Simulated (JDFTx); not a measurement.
Ge in JDFTx: convergence with n bands

Crystal: Ge.

```xyz
1
Lattice="1.3971 -2.6005 0.0000 1.3971 2.6005 0.0000 0.0000 0.0000 2.6982" Properties=species:S:1:pos:R:3 pbc="T T T"
Ge    1.3971    0.0000    0.0000
```

This isn't the form of Ge at room conditions, which is diamond.

* Program: JDFTx 1.7.0 (patched build)
* Task: convergence study
* Functional: PBEsol
* Potentials or basis: PseudoDojo-SR-PBEsol-0.4.1-standard with smoothed tails
* Cutoff: 1061 eV
* Density cutoff: 4245 eV
* k mesh: 11 × 11 × 10
* Occupations: fermi-dirac, width 0.05 eV
* Spin: no spin polarisation

These are the settings of the first run; the series varies n bands, with any setting tied to it.

Hardware: 1 thread of Arm Neoverse V1, with other jobs on the host.

| n bands | energy less the tightest run, at zero smearing (meV/atom) | SCF cycles | CPU time (s) | peak memory (GiB) |
| --- | --- | --- | --- | --- |
| 8 | 0.00 | 21 | 100 | 0.17 |
| 9 | 0.00 | 14 | 86 | 0.18 |
| 10 | 0.00 | 11 | 81 | 0.18 |
| 11 | 0.00 | 11 | 90 | 0.18 |
| 13 | 0.00 | 10 | 97 | 0.19 |
| 17 | 0.00 | 9 | 120 | 0.22 |
| 23 | 0.00 | 8 | 140 | 0.28 |

Against the tightest run, the energy stays within 1 meV/atom from 8 on. The tightest run that finished is the yardstick and may itself not be fully converged.
